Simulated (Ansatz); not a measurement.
## Two inputs for ZnS with a Zn vacancy

Cell: a supercell of ZnS (space group P3m1) built from a Materials Project structure (computed, not necessarily an observed phase), with all atoms left at the host's positions.

```cif
data_Zn31S32
_symmetry_space_group_name_H-M 'P3m1'
_symmetry_Int_Tables_number 156
_cell_length_a 7.6102
_cell_length_b 7.6102
_cell_length_c 24.9159
_cell_angle_alpha 90.000
_cell_angle_beta 90.000
_cell_angle_gamma 120.000
loop_
_atom_site_label
_atom_site_type_symbol
_atom_site_symmetry_multiplicity
_atom_site_Wyckoff_symbol
_atom_site_fract_x
_atom_site_fract_y
_atom_site_fract_z
Zn1 Zn 3 d 0.1667 0.3333 0.1251
Zn3 Zn 1 c 0.6667 0.3333 0.1251
Zn5 Zn 1 a 0.0000 0.0000 0.0002
Zn6 Zn 3 d 0.0000 0.5000 0.0002
Zn9 Zn 3 d 0.3333 0.1667 0.6250
Zn10 Zn 1 b 0.3333 0.6667 0.6250
Zn13 Zn 3 d 0.3333 0.1667 0.8751
Zn14 Zn 1 b 0.3333 0.6667 0.8751
Zn17 Zn 1 a 0.0000 0.0000 0.7500
Zn18 Zn 3 d 0.0000 0.5000 0.7500
Zn21 Zn 3 d 0.1667 0.3333 0.5001
Zn23 Zn 1 c 0.6667 0.3333 0.5001
Zn25 Zn 3 d 0.0000 0.5000 0.3751
Zn28 Zn 3 d 0.3333 0.1667 0.2501
Zn29 Zn 1 b 0.3333 0.6667 0.2501
S32 S 3 d 0.3333 0.1667 0.3437
S33 S 1 b 0.3333 0.6667 0.3437
S36 S 3 d 0.3333 0.1667 0.7186
S37 S 1 b 0.3333 0.6667 0.7186
S40 S 3 d 0.1667 0.3333 0.2187
S42 S 1 c 0.6667 0.3333 0.2187
S44 S 1 a 0.0000 0.0000 0.8437
S45 S 3 d 0.0000 0.5000 0.8437
S48 S 3 d 0.3333 0.1667 0.9688
S49 S 1 b 0.3333 0.6667 0.9688
S52 S 1 a 0.0000 0.0000 0.0937
S53 S 3 d 0.0000 0.5000 0.0937
S56 S 3 d 0.1667 0.3333 0.5937
S58 S 1 c 0.6667 0.3333 0.5937
S60 S 1 a 0.0000 0.0000 0.4687
S61 S 3 d 0.0000 0.5000 0.4687
```

One atom of each set is listed.

Reference run. Method: Kohn–Sham DFT in Ansatz, PBE, plane waves and PAW, scalar-relativistic, 420 eV cutoff, Γ-centred 3×3×1 k-points, Fermi–Dirac smearing 0.01 eV, cell charge -2.

Problem. The input is changed as follows: `total_charge`: -2 → 10; `scf.max_iter`: not typed → 100. What happens to V_zz (10²¹ V/m²) and η?

Solution. 

```
site  V_zz reference  η reference  V_zz changed  η changed
 Zn3           -2.20         0.00         -0.26       0.00
 Zn6           -1.03         0.02         -0.10       0.37
 Zn9            1.35         0.19         -0.61       0.31
Zn10            1.62         0.00         -0.75       0.00
Zn21           -2.51         0.97          0.45       0.14
Zn23            1.94         0.00         -0.80       0.00
Zn25            2.41         0.37          1.48       0.38
Zn28           -2.79         0.28          0.85       0.78
 S32           -9.20         0.32          7.89       0.47
 S33            2.92         0.00        -0.091       0.00
 S36           -1.00         0.07         -1.43       0.25
 S40            2.02         0.31         -0.36       0.36
 S42            2.02         0.00         -1.59       0.00
 S52            0.94         0.00         -1.43       0.00
 S53            0.96         0.21         -0.76       0.31
 S56           -1.83         0.13          1.27       0.32
 S60           -7.80         0.00          5.69       0.00
 S61            1.03         0.04         -2.10       0.37
```

The largest change of V_zz along a kept axis is on S32, from -9.20 to 7.89. Small gradients that grow severalfold: S48 (0.35 to -1.31), S49 (0.34 to -1.05), S45 (-0.26 to -1.85), S44 (-0.21 to -2.23). In per cent, |V_zz| changes by -88 on Zn (all sites that start above 2, bar those whose gradient vanishes or changes sign or whose main axis turns by over 40°). Where |V_zz| stays above 0.1 and the axes keep their order, η moves most on Zn6, from 0.02 to 0.37. On S56 V_xx and V_yy change places (or their axes turn by over 50°), so the two values of η hide a larger change. V_zz changes sign on S32 (same axis), S60 (same axis), S33 (same axis), S42 (same axis), S40 (same axis), Zn23 (same axis), S56 (axis turned by 19°), Zn10 (same axis) and 7 more sites (not all in the table). On Zn28, Zn21, Zn25, S61 the largest principal value lies along another axis in the second run, so the two V_zz can't be compared directly. The table leaves out 13 of the 31 sites, with |V_zz| up to 2.24; their tensors move by 2.02 at most along any direction. The statements above cover all sites. The changed cell holds a charge of +10 on a uniform background, so it isn't the same centre. SCF iterations: 16 and 23. The changed input holds a charge that the system can't hold, so its numbers aren't properties of the crystal.

On the reference run: The run isn't spin-polarised, and a state with spin may lie lower. Forces reach 0.9 eV/Å even beyond 5.5 Å from the defect, so the host's positions may themselves be off equilibrium. The defect repeats with the cell of 63 atoms, so it feels its images: sites between two images don't show the values beside a lone defect, and zeros or small values of η there can come from the images' arrangement. S and Zn carry a gradient in the pure host already, so the values there aren't the defect's effect alone. A uniform background compensates the cell's charge. The defect cell has no gap above 0.1 eV on its mesh, so the values can hang on the smearing and the k-mesh. The neighbours have not yet relaxed around the defect (largest force 1.1 eV/Å), so a real crystal will differ.
